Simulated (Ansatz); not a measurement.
# Zr3N4: the cell at several levels of theory

Aim: relax the published phase of Zr3N4 (I-43d) with PBE and r2SCAN and see how far the functionals disagree on the cell.

The runs shown are made with Ansatz 0.2.0. PAW datasets, plane waves, zero pressure. Calculated at 0 K for a non-magnetic cell.

### Step 1. The cell

The symmetry is I-43d (No. 220, cubic); a = 6.740 Å in the conventional setting, 10.94 Å³ an atom. Around Zr lie 8 N at 2.19–2.49 Å; around N lie 6 Zr at 2.19–2.49 Å.

As a file:

```cif
data_structure
_symmetry_space_group_name_H-M 'I-43d'
_symmetry_Int_Tables_number 220
_cell_length_a 6.7400
_cell_length_b 6.7400
_cell_length_c 6.7400
_cell_angle_alpha 90.000
_cell_angle_beta 90.000
_cell_angle_gamma 90.000
_cell_volume 306.18
loop_
_atom_site_label
_atom_site_type_symbol
_atom_site_symmetry_multiplicity
_atom_site_Wyckoff_symbol
_atom_site_fract_x
_atom_site_fract_y
_atom_site_fract_z
_atom_site_occupancy
Zr1 Zr 12 a 0.37500 0.00000 0.25000 1
N1 N 16 c 0.06300 0.06300 0.06300 1
```

### Step 2. Relaxation with PBE

input.yaml reads:

```yaml
crystal:
  lattice:
    - [-3.37, 3.37, 3.37]
    - [3.37, -3.37, 3.37]
    - [3.37, 3.37, -3.37]
  atoms:
    - { symbol: Zr, position: [0.25, 0.625, 0.375] }
    - { symbol: Zr, position: [0.375, 0.25, 0.625] }
    - { symbol: Zr, position: [0.75, 0.875, 0.125] }
    - { symbol: Zr, position: [0.125, 0.75, 0.875] }
    - { symbol: Zr, position: [0.625, 0.375, 0.25] }
    - { symbol: Zr, position: [0.875, 0.125, 0.75] }
    - { symbol: "N", position: [0.126, 0.126, 0.126] }
    - { symbol: "N", position: [0.874, 0.5, 0.0] }
    - { symbol: "N", position: [0.5, 0.0, 0.374] }
    - { symbol: "N", position: [0.0, 0.874, 0.5] }
    - { symbol: "N", position: [0.374, 0.5, 0.0] }
    - { symbol: "N", position: [0.626, 0.626, 0.626] }
    - { symbol: "N", position: [0.0, 0.374, 0.5] }
    - { symbol: "N", position: [0.5, 0.0, 0.874] }
kpoints:
  mp_grid: { grid: [6, 6, 6] }
hamiltonian:
  xc: pbe
scf:
  occupations: { method: fermi_dirac, width: 0.02 }
relax:
  f_tol: 0.005
  cell: {}
output:
  write_density: true
  write_potential: true
  elf: true
  volumetric_format: npy
```

The runs that follow: Relaxing with r2SCAN.

**Question.** What will these runs give? Wanted: for each run, a; volume; space group; SCF geometries.

The runs gave:

| level | a (Å) | volume (Å³/atom) | space group | SCF geometries |
| --- | --- | --- | --- | --- |
| PBE | 6.783 | 11.144 | I-43d | 8 |
| r2SCAN | 6.776 | 11.110 | I-43d | 6 |

In words: From the start to the first minimum the volume moved by +1.9 %. The volume runs from r2SCAN (least) to PBE (most), a spread of 0.3 %, or 0.1 % in length if all axes shared it alike.
